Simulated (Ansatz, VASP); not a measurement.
One calculation of CsH, two programs

File INCAR:

```
SYSTEM = CsH
PREC = Accurate
ENCUT = 520
EDIFF = 1E-6
ISMEAR = 0
SIGMA = 0.05
LREAL = .False.
LASPH = .True.
NELM = 80
ALGO = Normal
ISIF = 2
LWAVE = .False.
LCHARG = .False.
GGA = CA
NBANDS = 12
```

Contents of KPOINTS:

```
Automatic mesh
0
Gamma
  8 8 8
  0 0 0
```

File POSCAR:

```
CsH
1.0
    3.8184085400      0.0000000000      0.0000000000
    0.0000000000      3.8184085400      0.0000000000
    0.0000000000      0.0000000000      3.7038562838
Cs H
1 1
Direct
    0.0000000000      0.0000000000      0.0000000000
    0.5000000000      0.5000000000      0.5000000000
```

Input for Ansatz:

```yaml
crystal:
  lattice:
    - [3.81840854, 0.0, 0.0]
    - [0.0, 3.81840854, 0.0]
    - [0.0, 0.0, 3.7038562838]
  atoms:
    - { symbol: Cs, position: [0.0, 0.0, 0.0] }
    - { symbol: H, position: [0.5, 0.5, 0.5] }
basis:
  ecutwfc: 420
kpoints:
  mp_grid: { grid: [8, 8, 8] }
hamiltonian:
  xc: lda
scf:
  occupations: { method: gaussian, width: 0.05 }
output:
  forces: true
  stress: true
  eigenvalues: true
```

Change from the starting cell: strain -0.0300 x Voigt [0, 0, 1, 0, 0, 0], atoms carried along.

Alike in both runs: task single point; functional LDA; k mesh 8 × 8 × 8; occupations gaussian, width 0.05 eV; no spin polarisation.

|  | VASP | Ansatz |
| --- | --- | --- |
| version | VASP 6.6.1 | Ansatz 0.2.0 |
| potentials or method | VASP PAW LDA potentials, release 64 (Cs_sv, H) | scalar-relativistic, plane waves, PAW |
| plane-wave cutoff (eV) | 520 | 420 |
| valence electrons in the cell | 10 | 10 |

```csv
,VASP,Ansatz,Ansatz less VASP
gap on the k mesh at the Fermi level (eV),2.30,2.33,+0.034
least direct gap on the mesh (eV),2.35,2.40,+0.052
pressure (GPa),-1.6,-1.6,-0.07
largest component of the traceless stress (GPa),0.82,0.81,-0.012
```

Caveats: spin-orbit coupling is left out, which moves the levels of the heavy elements. A k mesh can miss the band edges.
